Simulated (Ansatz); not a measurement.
Consider the following.

BeO:
```
BeO
1.0
    2.70853     0.00000     0.00000
   -1.35426     2.34565     0.00000
    0.00000     0.00000     8.82296
Be O
4 4
Cartesian
  0.00000   0.00000   0.00719
  0.00000   0.00000   4.41867
  1.35426   0.78188   6.61868
  0.00000   1.56377   2.20720
  0.00000   0.00000   7.16755
  0.00000   0.00000   2.75607
  1.35426   0.78188   4.96093
  0.00000   1.56377   0.54945
```

This is the PBE-relaxed structure.

Q: All from PBE (plane waves, PAW; program Ansatz), unless another level is named. Predict the electronic dielectric constant ε∞ (DFPT).

A: 3.10 (xx = yy), 3.13 (zz).

Q: And the Born charges (a third of the trace)?

A: Be +1.80 to +1.83, O -1.82 to -1.81 e.

Q: And the Bader charges?

A: Be +1.73, O -1.73 e.

Space group P6_3mc. The cell is a constructed one: a structure type filled with these elements. Its sites differ from those of the usual phase in this space group: another stacking or structure type. The PBE relaxation kept the symmetry of its start; phonons on a q-mesh show no instability.

Potentials: the later of the program's two PAW sets.
